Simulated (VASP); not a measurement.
# KI (Fm-3m) in VASP: further runs

Runs on KI. Level: PBE. Tasks: single point.

Program: VASP 6.6.1. These are calculated values, not measurements. Logs are shortened: lines on timing, memory, paths and dates and some standing lists are left out, and cuts for length are marked.

**Experimental background.**

A printed reference work, monograph reports, for a bulk crystal of KI: band gap 6.32 eV.

The runs below are set against these values where they give the same quantity.

## (1) The cell of the first run

The structure is cubic, space group Fm-3m (No. 225). The conventional cell has a = 7.030 Å, b = 7.030 Å, c = 7.030 Å, α = 90.00°, β = 90.00°, γ = 90.00°. Within 4.6 Å of K (site symmetry m-3m) lie 6 I at 3.51 Å. I (site symmetry m-3m) has 6 K at 3.51 Å within 4.6 Å.

## (2) Single point, PBE (volume changed by -6%)

File INCAR:

```
PREC = Accurate ; ENCUT = 520
EDIFF = 1E-6 ; ISMEAR = 0
SIGMA = 0.01 ; LREAL = F
LASPH = T ; NELM = 100
ALGO = Normal ; ISIF = 2
LWAVE = F ; LCHARG = F
GGA = PE ; NBANDS = 15
```

File KPOINTS:

```
regular mesh
0
Gamma
  6 6 6
```

File POSCAR:

```
KI
1.0
    0.0000000000      3.5149327745      3.5149327745
    3.5149327745      0.0000000000      3.5149327745
    3.5149327745      3.5149327745      0.0000000000
K I
1 1
Direct
    0.0000000000      0.0000000000      0.0000000000
    0.5000000000      0.5000000000      0.5000000000
```

Potentials or basis: VASP PAW PBE potentials, release 64 (K_sv, I).

On the command line:

```console
> cat potpaw_PBE.64/K_sv/POTCAR potpaw_PBE.64/I/POTCAR > POTCAR
> mpirun -np 1 vasp_std > vasp.out
```

OUTCAR:

```text
PREC = Accurate
   ENCUT = 520
   EDIFF = 1E-6
   ISMEAR = 0
   LREAL = F
   LASPH = T
   NELM = 100
   ISIF = 2
   GGA = PE

 ion  position               nearest neighbor table
   1  0.000  0.000  0.000-   2 3.51   2 3.51   2 3.51   2 3.51   2 3.51   2 3.51
   2  0.500  0.500  0.500-   1 3.51   1 3.51   1 3.51   1 3.51   1 3.51   1 3.51

  LATTYP: Found a face centered cubic cell.
 ALAT       =     7.0298655490

  Lattice vectors:

 A1 = (   0.0000000000,   3.5149327745,   3.5149327745)
 A2 = (   3.5149327745,   0.0000000000,   3.5149327745)
 A3 = (   3.5149327745,   3.5149327745,   0.0000000000)

Analysis of symmetry for initial positions (statically):
=====================================================================
 Subroutine PRICEL returns:
 Original cell was already a primitive cell.

 Routine SETGRP: Setting up the symmetry group for a
 face centered cubic supercell.

 Subroutine GETGRP returns: Found 48 space group operations
 (whereof 48 operations were pure point group operations)
 out of a pool of 48 trial point group operations.

The static configuration has the point symmetry O_h .

Analysis of symmetry for dynamics (positions and initial velocities):
=====================================================================
 Subroutine PRICEL returns:
 Original cell was already a primitive cell.

 Routine SETGRP: Setting up the symmetry group for a
 face centered cubic supercell.

 Subroutine GETGRP returns: Found 48 space group operations
 (whereof 48 operations were pure point group operations)
 out of a pool of 48 trial point group operations.

The dynamic configuration has the point symmetry O_h .

 Subroutine INISYM returns: Found 48 space group operations
 (whereof 48 operations are pure point group operations),
 and found     1 'primitive' translations

----------------------------------------------------------------------------------------

                                     Primitive cell

  volume of cell :      86.8522

  direct lattice vectors                    reciprocal lattice vectors
     0.000000000  3.514932775  3.514932775    -0.142250231  0.142250231  0.142250231
     3.514932775  0.000000000  3.514932775     0.142250231 -0.142250231  0.142250231
     3.514932775  3.514932775  0.000000000     0.142250231  0.142250231 -0.142250231

  length of vectors
     4.970865601  4.970865601  4.970865601     0.246384628  0.246384628  0.246384628

  position of ions in fractional coordinates (direct lattice)
     0.000000000  0.000000000  0.000000000
     0.500000000  0.500000000  0.500000000

  ion indices of the primitive-cell ions
   primitive index   ion index
                 1           1
                 2           2

----------------------------------------------------------------------------------------

 KPOINTS: regular mesh

Automatic generation of k-mesh.
 Grid dimensions read from file:
 generate k-points for:    6    6    6

 Generating k-lattice:

  Cartesian coordinates                     Fractional coordinates (reciprocal lattice)
    -0.023708372  0.023708372  0.023708372     0.166666667  0.000000000  0.000000000
     0.023708372 -0.023708372  0.023708372     0.000000000  0.166666667  0.000000000
     0.023708372  0.023708372 -0.023708372     0.000000000  0.000000000  0.166666667

  Length of vectors
     0.041064105  0.041064105  0.041064105

  Shift w.r.t. Gamma in fractional coordinates (k-lattice)
     0.000000000  0.000000000  0.000000000

 Subroutine IBZKPT returns following result:
 ===========================================

 Found     16 irreducible k-points:

 Following reciprocal coordinates:
            Coordinates               Weight
  0.000000  0.000000  0.000000      1.000000
  0.166667  0.000000  0.000000      8.000000
  0.333333  0.000000  0.000000      8.000000
  0.500000  0.000000  0.000000      4.000000
  0.166667  0.166667  0.000000      6.000000
  0.333333  0.166667  0.000000     24.000000
[... 8 lines left out ...]
 -0.333333  0.333333  0.166667     24.000000
 -0.333333  0.500000  0.166667     12.000000
   k-points           NKPTS =     16   k-points in BZ     NKDIM =     16   number of bands    NBANDS=     15
   number of dos      NEDOS =    301   number of ions     NIONS =      2
   total plane-waves  NPLWV =  64000
   dimension x,y,z NGX =    40 NGY =   40 NGZ =   40
   dimension x,y,z NGXF=    80 NGYF=   80 NGZF=   80
   ions per type =               1   1
   NGX,Y,Z   is equivalent  to a cutoff of  13.38, 13.38, 13.38 a.u.
   NGXF,Y,Z  is equivalent  to a cutoff of  26.76, 26.76, 26.76 a.u.
 SYSTEM =  unknown system
   PREC   = accura    normal or accurate (medium, high low for compatibility)
   ISTART =      0    job   : 0-new  1-cont  2-samecut
   ICHARG =      2    charge: 1-file 2-atom 10-const
   ISPIN  =      1    spin polarized calculation?
   LNONCOLLINEAR =      F non collinear calculations
   LSORBIT =      F    spin-orbit coupling
[... 62 lines left out ...]
      2     -12.3014      2.00000
      3     -12.3014      2.00000
      4     -12.3014      2.00000
      5     -10.8616      2.00000
      6      -0.3363      2.00000
      7      -0.3363      2.00000
      8      -0.3363      2.00000
      9       3.6621      0.00000
     10       6.1541      0.00000
     11       6.1541      0.00000
     12       6.1541      0.00000
     13       6.8816      0.00000
     14       6.8816      0.00000
     15       9.4684      0.00000

 k-point     2 :       0.1667    0.0000    0.0000
  band No.  band energies     occupation
      1     -28.8113      2.00000
      2     -12.3464      2.00000
      3     -12.3021      2.00000
      4     -12.3021      2.00000
      5     -10.7833      2.00000
      6      -0.7658      2.00000
      7      -0.4303      2.00000
      8      -0.4303      2.00000
      9       4.2932      0.00000
     10       6.0801      0.00000
     11       6.4494      0.00000
     12       6.4494      0.00000
     13       7.2076      0.00000
     14       7.2076      0.00000
     15      10.3517      0.00000

 k-point     3 :       0.3333    0.0000    0.0000
  band No.  band energies     occupation
      1     -28.8102      2.00000
      2     -12.4257      2.00000
      3     -12.3033      2.00000
      4     -12.3033      2.00000
      5     -10.6350      2.00000
      6      -1.4198      2.00000
      7      -0.6041      2.00000
      8      -0.6041      2.00000
      9       5.0375      0.00000
     10       6.7249      0.00000
     11       7.1675      0.00000
     12       7.1675      0.00000
     13       8.0641      0.00000
     14       8.0641      0.00000
     15       9.4101      0.00000

 k-point     4 :       0.5000    0.0000    0.0000
  band No.  band energies     occupation
      1     -28.8096      2.00000
      2     -12.4613      2.00000
      3     -12.3039      2.00000
      4     -12.3039      2.00000
      5     -10.5638      2.00000
      6      -1.6909      2.00000
      7      -0.6850      2.00000
      8      -0.6850      2.00000
      9       5.2022      0.00000
     10       7.4185      0.00000
     11       7.8389      0.00000
     12       7.8389      0.00000
     13       8.3948      0.00000
     14       8.3948      0.00000
     15       9.0808      0.00000
[... 163 lines left out ...]
 k-point    14 :       0.5000    0.3333    0.1667
  band No.  band energies     occupation
      1     -28.8095      2.00000
      2     -12.3948      2.00000
      3     -12.3226      2.00000
      4     -12.3113      2.00000
      5     -10.6438      2.00000
      6      -1.3534      2.00000
      7      -0.8169      2.00000
      8      -0.7250      2.00000
      9       5.5397      0.00000
     10       5.9845      0.00000
     11       6.9427      0.00000
     12       8.0892      0.00000
     13       8.2141      0.00000
     14       8.4865      0.00000
     15       9.6871      0.00000

 k-point    15 :      -0.3333    0.3333    0.1667
  band No.  band energies     occupation
      1     -28.8091      2.00000
      2     -12.3937      2.00000
      3     -12.3276      2.00000
      4     -12.3173      2.00000
      5     -10.6259      2.00000
      6      -1.3281      2.00000
      7      -0.9916      2.00000
      8      -0.7937      2.00000
      9       5.9415      0.00000
     10       6.2748      0.00000
     11       6.7384      0.00000
     12       7.9587      0.00000
     13       8.4797      0.00000
     14       8.9055      0.00000
     15       9.6119      0.00000

 k-point    16 :      -0.3333    0.5000    0.1667
  band No.  band energies     occupation
      1     -28.8089      2.00000
      2     -12.3480      2.00000
      3     -12.3426      2.00000
      4     -12.3282      2.00000
      5     -10.6633      2.00000
      6      -1.2282      2.00000
      7      -0.9125      2.00000
      8      -0.8956      2.00000
      9       5.3199      0.00000
     10       6.0949      0.00000
     11       7.0984      0.00000
     12       8.0381      0.00000
     13       8.2386      0.00000
     14       9.3405      0.00000
     15       9.8013      0.00000

------------------------ aborting loop because EDIFF is reached ----------------------------------------

  FORCE on cell =-STRESS in cart. coord.  units (eV):
  Direction    XX          YY          ZZ          XY          YZ          ZX
  --------------------------------------------------------------------------------------
  -------------------------------------------------------------------------------------
  Total        0.4523697      0.4523697      0.4523697      0.0000000      0.0000000      0.0000000
  in kB        8.3449366      8.3449366      8.3449366      0.0000000      0.0000000      0.0000000
  external PRESSURE =       8.3449366 kB  Pullay stress =       0.0000000 kB

 VOLUME and BASIS-vectors are now :
 -----------------------------------------------------------------------------
  energy-cutoff  :      520.00
  volume of cell :       86.85
      direct lattice vectors                 reciprocal lattice vectors
     0.000000000  3.514932775  3.514932775    -0.142250231  0.142250231  0.142250231
     3.514932775  0.000000000  3.514932775     0.142250231 -0.142250231  0.142250231
     3.514932775  3.514932775  0.000000000     0.142250231  0.142250231 -0.142250231

 POSITION                                       TOTAL-FORCE (eV/Angst)
 -----------------------------------------------------------------------------------
      0.00000      0.00000      0.00000        -0.000000     -0.000000      0.000000
      3.51493      3.51493      3.51493         0.000000      0.000000     -0.000000
 -----------------------------------------------------------------------------------
    total drift:                                0.000000     -0.000000     -0.000000

  FREE ENERGIE OF THE ION-ELECTRON SYSTEM (eV)
  ---------------------------------------------------
  free  energy   TOTEN  =        -5.5503276772 eV

  energy  without entropy=       -5.5503276772  energy(sigma->0) =       -5.55032768
```

It took 47 s on 1 thread of AMD EPYC 7R13, shared host; peak memory 0.2 GiB.

Results:

| Quantity | Value |
| --- | --- |
| Free energy | -5.5503 eV |
| Pressure | 0.8 GPa |
| Band gap on the k mesh | 4.00 eV, direct |

Caveat: the cell differs from its parent crystal (volume changed by -6%); spin-orbit coupling is left out, which moves the levels of the heavy elements.

## (3) Single point, PBE

This run uses another cell than the first one, of 44.53 Å³/atom, 1.026 times its volume.

File INCAR:

```
ALGO = Normal
EDIFF = 1E-7
ENCUT = 520
GGA = PE
ISIF = 2
ISMEAR = 0
LASPH = True
LCHARG = False
LREAL = False
LWAVE = False
NBANDS = 15
NELM = 80
PREC = Accurate
SIGMA = 0.01
```

File KPOINTS:

```
k-points
0
Gamma
  6 6 6
```

File POSCAR:

```
KI
1.0
    0.0000000000      3.5445661377      3.5445661377
    3.5445661377      0.0000000000      3.5445661377
    3.5445661377      3.5445661377      0.0000000000
K I
1 1
Direct
    0.0000000000      0.0000000000      0.0000000000
    0.5000000000      0.5000000000      0.5000000000
```

Potentials or basis: VASP PAW PBE potentials, release 64 (K_sv, I).

On the command line:

```console
> cat potpaw_PBE.64/K_sv/POTCAR potpaw_PBE.64/I/POTCAR > POTCAR
> mpirun -np 1 vasp_std > vasp.out
```

It took 56 s on 1 thread of AMD EPYC 7R13, shared host; peak memory 0.21 GiB.

It converged, with:

```yaml
Free_energy: -5.5595 eV
Pressure: 0.5 GPa
Band_gap_on_the_k_mesh: 3.94 eV, direct
```

Levels at points of the mesh, in eV from the valence-band top:
| k point | band 4 | band 5 | band 6 | band 7 | band 8 | band 9 | band 10 | band 11 | band 12 | band 13 |
| --- | --- | --- | --- | --- | --- | --- | --- | --- | --- | --- |
| (0.00, 0.00, 0.00) | -12.01 | -10.49 | 0.00 | 0.00 | 0.00 | 3.94 | 6.50 | 6.50 | 6.50 | 7.21 |
| (0.50, 0.00, 0.00) | -12.01 | -10.22 | -1.30 | -0.33 | -0.33 | 5.51 | 7.68 | 8.12 | 8.12 | 8.69 |
| (0.50, 0.50, 0.00) | -12.02 | -10.35 | -0.98 | -0.36 | -0.36 | 4.95 | 5.74 | 8.09 | 8.68 | 8.76 |

Caveat: spin-orbit coupling is left out, which moves the levels of the heavy elements.

## (4) Single point, PBE (volume changed by -3%)

File INCAR:

```
SYSTEM = KI
ALGO     = Normal         ! electronic algorithm
EDIFF    = 1E-6           ! SCF threshold, eV
ENCUT    = 520            ! plane-wave cutoff, eV
GGA      = PE             ! functional
ISIF     = 2              ! what is computed and relaxed
ISMEAR   = 0              ! smearing method
LASPH    = .True.         ! aspherical terms in the spheres
LCHARG   = .True.         ! write CHGCAR
LELF     = .True.         ! ELF
LREAL    = .False.        ! projectors in reciprocal space
LVHAR    = .True.       
LWAVE    = .False.        ! write WAVECAR
NBANDS   = 15             ! bands
NELM     = 60             ! most SCF steps
PREC     = Accurate       ! precision mode
SIGMA    = 0.01           ! smearing width, eV
```

File KPOINTS:

```
k-points
0
Gamma
  6 6 6
  0 0 0
```

File POSCAR:

```
KI
1.0
    0.0000000000      3.5519347860      3.5519347860
    3.5519347860      0.0000000000      3.5519347860
    3.5519347860      3.5519347860      0.0000000000
K I
1 1
Direct
    0.0000000000      0.0000000000      0.0000000000
    0.5000000000      0.5000000000      0.5000000000
```

On the command line:

```console
> cat potpaw_PBE.64/K_sv/POTCAR potpaw_PBE.64/I/POTCAR > POTCAR
> mpirun -np 1 vasp_std > vasp.out
```

It took 67 s on 1 thread of AMD EPYC 7R13, shared host; peak memory 0.21 GiB.

The run converged. Its results:

| Quantity | Value |
| --- | --- |
| Free energy | -5.5611 eV |
| Pressure | 0.4 GPa |
| Band gap on the k mesh | 3.93 eV, direct |

Levels at points of the mesh, in eV from the valence-band top:
```
           k point  band 4  band 5  band 6  band 7  band 8  band 9  band 10  band 11  band 12  band 13
(0.00, 0.00, 0.00)  -12.02  -10.48    0.00    0.00    0.00    3.93     6.50     6.50     6.50     7.21
(0.50, 0.00, 0.00)  -12.02  -10.22   -1.28   -0.32   -0.32    5.51     7.66     8.11     8.11     8.68
(0.50, 0.50, 0.00)  -12.03  -10.34   -0.97   -0.36   -0.36    4.96     5.73     8.08     8.66     8.73
```

Caveat: the cell differs from its parent crystal (volume changed by -3%); spin-orbit coupling is left out, which moves the levels of the heavy elements.

## (5) Single point, PBE

This run uses another cell than the first one, of 46.20 Å³/atom, 1.064 times its volume.

File INCAR:

```
SYSTEM = KI
  PREC = Accurate
  ENCUT = 520
  EDIFF = 1E-7
  ISMEAR = 0
  SIGMA = 0.01
  LREAL = .False.
  LASPH = .True.
  NELM = 60
  ALGO = Normal
  ISIF = 2
  LWAVE = .False.
  LCHARG = .False.
  GGA = PE
  NBANDS = 15
```

File KPOINTS:

```
Automatic mesh
0
Gamma
  6 6 6
  0 0 0
```

File POSCAR:

```
KI
1.0
    0.0000000000      3.5881815220      3.5881815220
    3.5881815220      0.0000000000      3.5881815220
    3.5881815220      3.5881815220      0.0000000000
K I
1 1
Direct
    0.0000000000      0.0000000000      0.0000000000
    0.5000000000      0.5000000000      0.5000000000
```

On the command line:

```console
> cat potpaw_PBE.64/K_sv/POTCAR potpaw_PBE.64/I/POTCAR > POTCAR
> mpirun -np 1 vasp_std > vasp.out
```

Wall time 63 s (1 thread of AMD EPYC 7R13, shared host); peak memory 0.21 GiB.

Results (log left out):

```yaml
Free_energy: -5.5651 eV
Pressure: 0.0 GPa
Band_gap_on_the_k_mesh: 3.86 eV, direct
```

Levels at points of the mesh, in eV from the valence-band top:
| k point | band 6 | band 7 | band 8 | band 9 | band 10 | band 11 |
| --- | --- | --- | --- | --- | --- | --- |
| (0.00, 0.00, 0.00) | 0.00 | 0.00 | 0.00 | 3.86 | 6.51 | 6.51 |
| (0.50, 0.00, 0.00) | -1.22 | -0.30 | -0.30 | 5.47 | 7.57 | 8.05 |
| (0.50, 0.50, 0.00) | -0.93 | -0.34 | -0.34 | 5.01 | 5.66 | 8.04 |

Caveat: spin-orbit coupling is left out, which moves the levels of the heavy elements.

## (6) Single point, PBE (volume changed by +3%)

File INCAR:

```
SYSTEM = KI
PREC = Accurate
ENCUT = 520
EDIFF = 1E-6
ISMEAR = 0
SIGMA = 0.01
LREAL = .False.
LASPH = .True.
NELM = 100
ALGO = Normal
ISIF = 2
LWAVE = .False.
LCHARG = .True.
GGA = PE
LELF = .True.
LVHAR = .True.
NBANDS = 15
```

KPOINTS is that of step 5.

File POSCAR:

```
KI
1.0
    0.0000000000      3.6237103823      3.6237103823
    3.6237103823      0.0000000000      3.6237103823
    3.6237103823      3.6237103823      0.0000000000
K I
1 1
Direct
    0.0000000000      0.0000000000      0.0000000000
    0.5000000000      0.5000000000      0.5000000000
```

Potentials or basis: VASP PAW PBE potentials, release 64 (K_sv, I).

On the command line:

```console
> cat potpaw_PBE.64/K_sv/POTCAR potpaw_PBE.64/I/POTCAR > POTCAR
> mpirun -np 1 vasp_std > vasp.out
```

It took 40 s on 1 thread of AMD EPYC 7R13, shared host; peak memory 0.21 GiB.

It converged, with:

```yaml
Free_energy: -5.5634 eV
Pressure: -0.2 GPa
Band_gap_on_the_k_mesh: 3.79 eV, direct
```

Levels at points of the mesh, in eV from the valence-band top:
| k point | band 6 | band 7 | band 8 | band 9 | band 10 | band 11 |
| --- | --- | --- | --- | --- | --- | --- |
| (0.00, 0.00, 0.00) | 0.00 | 0.00 | 0.00 | 3.79 | 6.52 | 6.52 |
| (0.50, 0.00, 0.00) | -1.15 | -0.28 | -0.28 | 5.44 | 7.46 | 7.99 |
| (0.50, 0.50, 0.00) | -0.88 | -0.32 | -0.32 | 5.04 | 5.59 | 8.01 |

Caveat: the cell differs from its parent crystal (volume changed by +3%); spin-orbit coupling is left out, which moves the levels of the heavy elements.

## (7) Overview

```tsv
cell	gap on the mesh (eV)	pressure (GPa)
a = 4.971 Å, angles 60.0°, 2 atoms	4.00	0.8
a = 5.013 Å, angles 60.0°, 2 atoms	3.94	0.5
a = 5.023 Å, angles 60.0°, 2 atoms	3.93	0.4
a = 5.074 Å, angles 60.0°, 2 atoms	3.86	0.0
a = 5.125 Å, angles 60.0°, 2 atoms	3.79	-0.2
```

Alike in all rows: task single point; level PBE; potentials or basis VASP PAW PBE potentials, release 64 (K_sv, I); no spin polarisation; k mesh 6 × 6 × 6; cutoff (eV) 520; smearing gaussian 0.01 eV.

Caveats: spin-orbit coupling is left out, which moves the levels of the heavy elements.

Total energies depend on the potentials used, so only differences within one code and one set of settings carry meaning.

## (8) How close it comes

Step 3. Against the measured gap of KI, 6.32 eV (a printed reference work, monograph), the calculated 3.94 eV is off by -2.38 eV. Spin-orbit coupling on I is left out. The value is that of PBE, without temperature or zero-point motion. Semilocal functionals fall short of measured gaps as a rule.

Step 5. Measured gap of KI: 6.32 eV (a printed reference work, monograph). This calculation gives 3.86 eV (-2.46 eV). Spin-orbit coupling on I is left out. The value is that of PBE, without temperature or zero-point motion. Semilocal functionals fall short of measured gaps as a rule.
